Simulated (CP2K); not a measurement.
**Zn and the effect of the dispersion correction**

Symmetry: P6_3/mmc, No. 194, hexagonal system. Conventional cell: a = 2.670 Å, b = 2.670 Å, c = 4.966 Å, α = 90.00°, β = 90.00°, γ = 120.00°. Zn (site symmetry -6m2) has 12 Zn at 2.67 to 2.92 Å as nearest neighbours.

Kept alike: task single point; functional r2SCAN; k mesh 11 × 11 × 6; occupations fermi-dirac, width 0.05 eV; no spin polarisation. Program: CP2K, POTENTIAL_UZH Zn GTH-SCAN-q12; TZVP-MOLOPT-SCAN-GTH basis. The mesh is that of the run's cell of 2 atoms. No spin-orbit coupling.

```csv
dispersion correction,pressure (GPa)
D3(BJ),-7.86
D3(BJ)+ATM,-7.36
D4,-6.94
none,-5.85
rVV10,-6.91
```

Pressure is positive in compression. For a metal such a mesh leaves the last digits unconverged.

**Question.** What does the dispersion correction change here?

**Answer.** The pressure runs from -7.86 (D3(BJ)) to -5.85 GPa (none). Dispersion terms mostly attract, so at fixed cell they lower the pressure.
